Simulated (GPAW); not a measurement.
Runs of GPAW 26.7.0 on Be2C. It takes space group Fm-3m (No. 225, cubic). The conventional cell has a = 4.330 Å, b = 4.330 Å, c = 4.330 Å, α = 90.00°, β = 90.00°, γ = 90.00°. Around C (site symmetry m-3m) lie 8 Be at 1.87 Å. Be (site symmetry -43m) is surrounded by 4 C at 1.87 Å. 

```tsv
task	level	potentials or basis	band path	band points	gap on the mesh (eV)	pressure (GPa)	V0 of scaled cells (Å³/atom)	B0 (GPa)
equation of state	LDA	the program's PAW data sets (release 1.2.1) made for this functional, pw	-	-	-	-	6.57	216
band structure	LDA	the program's PAW data sets (release 1.2.1) made for this functional, pw	GXWKGLUWLK,UX	80	(b)	-6.4	-	-
band structure	PBEsol	PAW data sets generated in the run's folder for this functional, pw	GXWKGLUWLK,UX	80	1.16	(a)	-	-
equation of state	PBEsol	PAW data sets generated in the run's folder for this functional, pw	-	-	-	-	(c)	206
```

Alike in all rows: no spin polarisation; cell as given; k mesh 11 × 11 × 11; cutoff (eV) 800; smearing fermi-dirac 0.05 eV.

Q: Estimate the missing entries.

A: (a) -2.9; (b) 1.28; (c) 6.68.

Caveats: the mesh misses the band edges, which the band path finds closer together (some runs).

Runs at the PBE level aren't shown here.
